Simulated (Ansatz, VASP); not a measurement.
**One calculation of Sn, two programs**

```
Sn
1.0
    -2.94014    2.94014    1.59930
     2.94014   -2.94014    1.59930
     2.94014    2.94014   -1.59930
Sn
2
Direct
  0.75000 0.25000 0.50000
  0.00000 0.00000 0.00000
```

Alike in both runs: task single point; functional PBE; k mesh 16 × 16 × 16; occupations gaussian, width 0.15 eV; no spin polarisation.

|  | VASP | Ansatz |
| --- | --- | --- |
| version | VASP 6.6.1 | Ansatz 0.2.0 |
| potentials or method | VASP PAW PBE potentials, release 64 (Sn_d) | scalar-relativistic, plane waves, PAW |
| plane-wave cutoff (eV) | 520 | 420 |
| valence electrons in the cell | 28 | 28 |

```csv
,VASP,Ansatz,Ansatz less VASP
gap on the k mesh at the Fermi level (eV),none,none,-
pressure (GPa),1.3,1.4,+0.05
largest component of the traceless stress (GPa),0.39,0.39,-0.001
```

A gap of «none» marks a metal or a gap that the smearing closes.
